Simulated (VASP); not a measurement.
Crystal: Ge.

```xyz
2
Lattice="0.0000 2.8289 2.8289 2.8289 0.0000 2.8289 2.8289 2.8289 0.0000" Properties=species:S:1:pos:R:3 pbc="T T T"
Ge    0.0000    0.0000    0.0000
Ge    1.4145    1.4145    1.4145
```

Base run:

```yaml
Program: VASP 6.6.1
Functional: PBE
Potentials_or_basis: VASP PAW PBE potentials, release 64 (Ge_d)
Cutoff: 400 eV
k_mesh: 8 × 8 × 8
Occupations: gaussian, width 0.02 eV
Spin: no spin polarisation
```

Its results: band gap on the k mesh 0.03 eV, direct; pressure 3.1 GPa.

Problem. The run is repeated on the same cell with these changes: cutoff from 400 eV to 520 eV; k mesh from 8 × 8 × 8 to 4 × 4 × 4. What comes out?

Solution. Band gap on the k mesh 0.04 eV, direct; pressure 3.7 GPa.

Caveats: some runs use coarse meshes.

A k mesh can miss the band edges.
